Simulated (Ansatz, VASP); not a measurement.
## One calculation of P, two programs

```xyz
1
Lattice="2.6266 0.0000 0.0000 -1.3133 2.2747 0.0000 0.0000 0.0000 2.4667" Properties=species:S:1:pos:R:3 pbc="T T T"
P     0.0000    0.0000    0.0000
```

Alike in both runs: functional PBE; k mesh 18 × 18 × 17; occupations fermi-dirac, width 0.05 eV; no spin polarisation.

Ansatz relaxed the structure, and its values are those at the end. VASP's run is a single point on that final structure, the one shown.

```csv
,VASP,Ansatz
version,VASP 6.6.1,Ansatz 0.2.0
potentials or method,"VASP PAW PBE potentials, release 64 (P)","PAW with Ansatz's default frozen-core files, scalar-relativistic"
plane-wave cutoff (eV),520,420
valence electrons in the cell,5,5
```

```csv
,VASP,Ansatz,Ansatz less VASP
pressure (GPa),-0.2,0.0,+0.21
```
